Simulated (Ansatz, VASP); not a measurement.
Two plane-wave programs on TiAl

```
Ti Al
1.0
     3.28480    0.00000    0.00000
     0.00000    3.28480    0.00000
     0.00000    0.00000    3.28480
Ti Al
1 1
Direct
  0.00000 0.00000 0.00000
  0.50000 0.50000 0.50000
```

Alike in both runs: task single point; functional PBEsol; k mesh 14 × 14 × 14; occupations gaussian, width 0.1 eV; no spin polarisation.

```csv
,VASP,Ansatz
version,VASP 6.6.1,Ansatz 0.2.0
potentials or method,"VASP PAW PBE potentials, release 64 (Ti_sv, Al)","scalar-relativistic, plane waves, PAW"
plane-wave cutoff (eV),520,420
valence electrons in the cell,15,15
```

|  | VASP | Ansatz | Ansatz less VASP |
| --- | --- | --- | --- |
| gap on the k mesh at the Fermi level (eV) | none | none | - |
| pressure (GPa) | -11.1 | -11.2 | -0.05 |

A gap of «none» marks a metal or a gap that the smearing closes.

Caveats: the PAW data sets were made with another functional, which shifts forces and pressure a little (VASP).
